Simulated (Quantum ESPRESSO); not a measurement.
## TiC: single point with PBEsol

Crystal: TiC.

```
Ti C
1.0
     0.00000    2.16572    2.16572
     2.16572    0.00000    2.16572
     2.16572    2.16572    0.00000
Ti C
1 1
Direct
  0.00000 0.00000 0.00000
  0.50000 0.50000 0.50000
```

The cell is a database's computed one.

```json
{
  "Program": "Quantum ESPRESSO 7.5",
  "Task": "single point",
  "Functional": "PBEsol",
  "Potentials or basis": "GBRV 1.5 PBEsol",
  "Cutoff": "612 eV",
  "Density cutoff": "4898 eV",
  "k mesh": "11 × 11 × 11",
  "Occupations": "fermi-dirac, width 0.05 eV",
  "Spin": "no spin polarisation"
}
```

```
Pressure               : -6.8 GPa
Band gap on the k mesh : none (metal or under the smearing width)
```

Levels at points of the mesh, in eV from the Fermi level:
```
           k point  band 6  band 7  band 8  band 9  band 10  band 11
(0.00, 0.00, 0.00)    0.61    0.61    0.61    1.64     1.64     1.64
```

Run time: 5.3 s on 2 MPI ranks on Arm Neoverse V2, on a shared host, peak memory 0.16 GiB a rank.
